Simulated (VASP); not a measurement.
The system is CaS.

```xyz
2
Lattice="0.0000 2.8313 2.8313 2.8313 0.0000 2.8313 2.8313 2.8313 0.0000" Properties=species:S:1:pos:R:3 pbc="T T T"
Ca    0.0000    0.0000    0.0000
S     2.8313    2.8313    2.8313
```

The cell was built by a generator and needn't be a form met in nature.

Program: VASP 6.6.1. Alike in all runs: potentials or basis VASP PAW PBE potentials, release 64 (Ca_sv, S); cell as given; smearing gaussian 0.02 eV. Hardware: 4 MPI ranks on Intel(R) Xeon(R) Platinum 8559C (Emerald Rapids), on a shared host.

Q: Order these runs on this cell by their wall time, lowest first.
A. task band structure; level PBE+D4; spin off; k mesh 8 × 8 × 8; cutoff (eV) 550
B. task band structure; level PBE; spin non-collinear, zero start, SOC; k mesh 8 × 8 × 8; cutoff (eV) 520
C. task electrostatic potential; level HSE06; spin off; k mesh 6 × 6 × 6; cutoff (eV) 520; grid for exact exchange (PRECFOCK) Fast; screening parameter 0.2 1/A
D. task band structure; level HSE06; spin off; k mesh 6 × 6 × 6; cutoff (eV) 520; grid for exact exchange (PRECFOCK) Fast; screening parameter 0.2 1/A
E. task electrostatic potential; level PBE; spin non-collinear, zero start, SOC; k mesh 8 × 8 × 8; cutoff (eV) 520

A: A (15 s), E (43 s), B (100 s), C (230 s), D (1400 s).
